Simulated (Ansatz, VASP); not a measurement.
One calculation of HfO2, two programs

```
Hf O
1.0
     3.60430    0.00000    0.00000
     0.00000    3.60430    0.00000
     0.00000    0.00000    5.26397
Hf O
2 4
Direct
  0.46076 0.53924 0.50000
  0.00000 0.00000 0.00000
  0.00000 0.50000 0.69325
  0.50000 0.00000 0.80675
  0.50000 0.00000 0.30675
  0.00000 0.50000 0.19325
```

Alike in both runs: task single point; functional PBE; k mesh 6 × 6 × 4; occupations gaussian, width 0.05 eV; no spin polarisation.

```csv
,VASP,Ansatz
version,VASP 6.6.1,Ansatz 0.2.0
potentials or method,"VASP PAW PBE potentials, release 64 (Hf_pv, O)","scalar-relativistic, plane waves, PAW"
plane-wave cutoff (eV),520,420
valence electrons in the cell,44,76
```

VASP gave:

```
gap on the k mesh at the Fermi level (eV)       : 4.73
least direct gap on the mesh (eV)               : 4.80
pressure (GPa)                                  : -0.5
largest component of the traceless stress (GPa) : 4.49
rms of the force components (eV/Å)              : 0.716
```

**Question.** What did Ansatz give for the same quantities?

**Answer.** gap on the k mesh at the Fermi level (eV): 4.75; least direct gap on the mesh (eV): 4.81; pressure (GPa): 2.5; largest component of the traceless stress (GPa): 4.51; rms of the force components (eV/Å): 0.728.

Atom by atom the forces differ by 0.027 eV/Å (rms over components). With one functional, cell and mesh, what is left measures potentials, basis and numerics. The two sets of potentials don't hold the same shells in valence.

Caveats: spin-orbit coupling is left out, which moves the levels of the heavy elements; forces of over 1 eV/Å show positions far from the minimum, so gaps and moduli don't describe the material at rest. A k mesh can miss the band edges.
